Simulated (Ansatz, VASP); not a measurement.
**One calculation of SiC, two programs**

POSCAR

```
SiC
1.0
    0.0000000000      2.2392200000      2.1087800000
    2.2392200000      0.0000000000      2.1087800000
    2.2392200000      2.2392200000      0.0000000000
Si C
1 1
Direct
    0.0000000000      0.0000000000      0.0000000000
    0.7500000000      0.7500000000      0.7500000000
```

The input INCAR.step1:

```
ALGO = Normal
EDIFF = 1E-4
ENCUT = 520
GGA = PE
ISMEAR = 0
LASPH = T
LCHARG = F
LREAL = F
LWAVE = T
NBANDS = 11
NELM = 60
PREC = Accurate
SIGMA = 0.05
```

The input INCAR.step2:

```
ALGO = Normal
EDIFF = 1E-6
ENCUT = 520
ISIF = 2
ISMEAR = 0
ISTART = 1
LASPH = T
LCHARG = F
LMIXTAU = T
LREAL = F
LWAVE = F
METAGGA = R2SCAN
NBANDS = 11
NELM = 60
PREC = Accurate
SIGMA = 0.05
```

Contents of KPOINTS:

```
k-points
0
Gamma
  12 12 12
```

Input for Ansatz:

```yaml
crystal:
  lattice:
    - [0.0, 2.23922, 2.10878]
    - [2.23922, 0.0, 2.10878]
    - [2.23922, 2.23922, 0.0]
  atoms:
    - { symbol: Si, position: [0.0, 0.0, 0.0] }
    - { symbol: C, position: [0.75, 0.75, 0.75] }
basis:
  ecutwfc: 500
kpoints:
  mp_grid: { grid: [12, 12, 12] }
hamiltonian:
  xc: r2scan
scf:
  occupations: { method: gaussian, width: 0.05 }
output:
  forces: true
  stress: true
  eigenvalues: true
```

Change from the starting cell: strain +0.030 along x and y, -0.030 along z, atoms carried along.

Alike in both runs: task single point; functional r2SCAN; k mesh 12 × 12 × 12; occupations gaussian, width 0.05 eV; no spin polarisation.

```csv
,VASP,Ansatz
version,VASP 6.6.1,Ansatz 0.2.0
potentials or method,"VASP PAW PBE potentials, release 64 (Si, C)","scalar-relativistic, plane waves, PAW"
plane-wave cutoff (eV),520,500
valence electrons in the cell,8,8
```

Ansatz gave:

| Item | Value |
| --- | --- |
| gap on the k mesh at the Fermi level (eV) | 1.12 |
| least direct gap on the mesh (eV) | 4.95 |
| pressure (GPa) | -5.2 |
| largest component of the traceless stress (GPa) | 9.86 |

Q: Which values does VASP return?

A: gap on the k mesh at the Fermi level (eV): 1.13; least direct gap on the mesh (eV): 4.96; pressure (GPa): -5.4; largest component of the traceless stress (GPa): 9.90.

Caveats: the PAW data sets were made with another functional, which shifts forces and pressure a little (VASP). A k mesh can miss the band edges.
